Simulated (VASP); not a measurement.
# GeSb2Te4: single point with PBEsol

The system is GeSb2Te4.

```xyz
7
Lattice="2.1593 1.2467 13.2280 -2.1593 1.2467 13.2280 0.0000 -2.4933 13.2280" Properties=species:S:1:pos:R:3 pbc="T T T"
Te    0.0000    0.0000   28.1349
Te    0.0000    0.0000   11.5492
Te    0.0000    0.0000   22.6074
Te    0.0000    0.0000   17.0768
Sb    0.0000    0.0000   34.1050
Sb    0.0000    0.0000    5.5792
Ge    0.0000    0.0000    0.0000
```

The cell is a database's computed one.

```yaml
Program: VASP 6.6.1
Task: single point
Functional: PBEsol
Potentials_or_basis: VASP PAW PBE potentials, release 64 (Te, Sb, Ge_d)
Cutoff: 520 eV
k_mesh: 7 × 7 × 7
Occupations: fermi-dirac, width 0.05 eV
Spin: no spin polarisation
Ladder: free
Further_INCAR_settings: ALGO = Normal; EDIFF = 1e-07; NBANDS = 33
```

```
Pressure               : -2.6 GPa
Largest force          : 0.101 eV/Å
Band gap on the k mesh : none (metal or under the smearing width)
```

Forces in eV/Å, atoms in the order of the input:
```
Te   0.000  0.000 -0.101
Te   0.000  0.000  0.101
Te   0.000  0.000  0.035
Te   0.000  0.000 -0.035
Sb   0.000  0.000 -0.038
Sb   0.000  0.000  0.038
Ge   0.000  0.000  0.000
```

Stress tensor (GPa, compression positive):
```
-2.49  0.00  0.00
 0.00 -2.49  0.00
 0.00  0.00 -2.75
```

Levels at points of the mesh, in eV from the Fermi level:
| k point | band 22 | band 23 | band 24 | band 25 | band 26 | band 27 |
| --- | --- | --- | --- | --- | --- | --- |
| (0.00, 0.00, 0.00) | -1.07 | -0.95 | -0.15 | 0.09 | 0.09 | 0.66 |

Run time: 32 min on 2 MPI ranks on Intel(R) Xeon(R) 6975P-C (Granite Rapids) (shared host), peak memory 1.9 GiB a rank.

Caveat: the PAW data sets were made with another functional, which shifts forces and pressure a little. Spin-orbit coupling is left out, which matters for the levels of Sb, Te.
